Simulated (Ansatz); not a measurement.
**C4H6 (singlet): from Hartree-Fock to the top rungs, cc-pVDZ**

Aim: climb from Hartree-Fock through coupled cluster and multireference methods for C4H6 (singlet) at one geometry and basis, and see what each rung misses.

The runs use Ansatz 0.2.0, Gaussian basis; cc-pVDZ, core rule «outside noble gas», up to 4 orbitals frozen.

To be run: UHF; CCSD(T) on RHF; BCCD(T) on RHF; CISD; CCSDT(Q) on RHF; CASSCF and MRCISD+Q, 8 electrons in 8 orbitals; CASSCF and NEVPT2, 8 electrons in 8 orbitals.

35 further runs of the same task are left out: 2 for a known fault of the program, 1 that didn't finish, 32 set aside as unsound or not needed.

### Step 1. What is computed

The geometry is an MP2(full)/6-31G* stationary point (not a proven minimum).

10 atoms, charge 0, spin multiplicity 1.

Atoms are counted from 1 here; the program's logs count them from 0.

Bond lengths: C1–C2 1.346 Å, C1–C3 1.512 Å, C1–H5 1.087 Å, C2–C4 1.512 Å, C2–H6 1.087 Å, C3–C4 1.564 Å, C3–H7 1.095 Å, C3–H8 1.095 Å, C4–H9 1.095 Å, C4–H10 1.095 Å. Angles: C2–C1–C3 94.1°, C2–C1–H5 133.6°, C3–C1–H5 132.2°, C1–C2–C4 94.1°, C1–C2–H6 133.6°, C4–C2–H6 132.2°, C1–C3–C4 85.9°, C1–C3–H7 115.9°, C1–C3–H8 115.9°, C4–C3–H7 114.7°, C4–C3–H8 114.7°, H7–C3–H8 108.6°, C2–C4–C3 85.9°, C2–C4–H9 115.9°, C2–C4–H10 115.9°, C3–C4–H9 114.7°, C3–C4–H10 114.7°, H9–C4–H10 108.6°.

### Step 2. UHF

Contents of in.yaml:

```yaml
crystal:
  periodic: [false, false, false]
  atoms:
    - {symbol: C, position_ang: [0.000000, -0.672762, 0.785956]}
    - {symbol: C, position_ang: [0.000000, 0.672762, 0.785956]}
    - {symbol: C, position_ang: [0.000000, -0.781980, -0.721909]}
    - {symbol: C, position_ang: [0.000000, 0.781980, -0.721909]}
    - {symbol: H, position_ang: [0.000000, -1.422393, 1.572502]}
    - {symbol: H, position_ang: [0.000000, 1.422393, 1.572502]}
    - {symbol: H, position_ang: [-0.889310, -1.239242, -1.167852]}
    - {symbol: H, position_ang: [0.889310, -1.239242, -1.167852]}
    - {symbol: H, position_ang: [0.889310, 1.239242, -1.167852]}
    - {symbol: H, position_ang: [-0.889310, 1.239242, -1.167852]}
basis:
  gaussian: {orbitals: cc-pVDZ}
magnetization: {spin_polarized: true, initial_magnetization: 0}
hamiltonian: {xc: hf}
output: {orbitals: {seedname: orbitals}}
```

Run with:

```
$ ansatz run in.yaml --threads 1 --pin off --events-out ev --progress --plain --max-ram 4096MiB --backend cpu
```

The runs that follow: CCSD(T) on RHF; BCCD(T) on RHF; CISD; CCSDT(Q) on RHF; CASSCF and MRCISD+Q, 8 electrons in 8 orbitals; CASSCF and NEVPT2, 8 electrons in 8 orbitals.

Before running them: what should the planned runs give, taken together? Wanted: RCCSDT(Q) below the RHF energy; RMP2 from RCCSDT(Q); RCCSD from RCCSDT(Q); RCCSD(T) from RCCSDT(Q); NEVPT2 frontier from RCCSDT(Q); MRCISD+Q frontier from RCCSDT(Q); T1 diagnostic.

As calculated:

```
                         quantity        value
   RCCSDT(Q) below the RHF energy  -16.5943 eV
              RMP2 from RCCSDT(Q)  +1806.9 meV
             RCCSD from RCCSDT(Q)   +634.2 meV
          RCCSD(T) from RCCSDT(Q)    +59.3 meV
   NEVPT2 frontier from RCCSDT(Q)  +2175.2 meV
 MRCISD+Q frontier from RCCSDT(Q)   +384.5 meV
levels within 1 kcal/mol (43 meV)       RCCSDT
                    T1 diagnostic        0.009
```

What this shows: RCCSD(T) misses by +59.3 meV, 0.4 % of the correlation energy. Of the multireference levels listed MRCISD+Q frontier comes nearest in total energy (+384.5 meV), which doesn't show that its space is the better one. These misses are within one basis, not against nature.
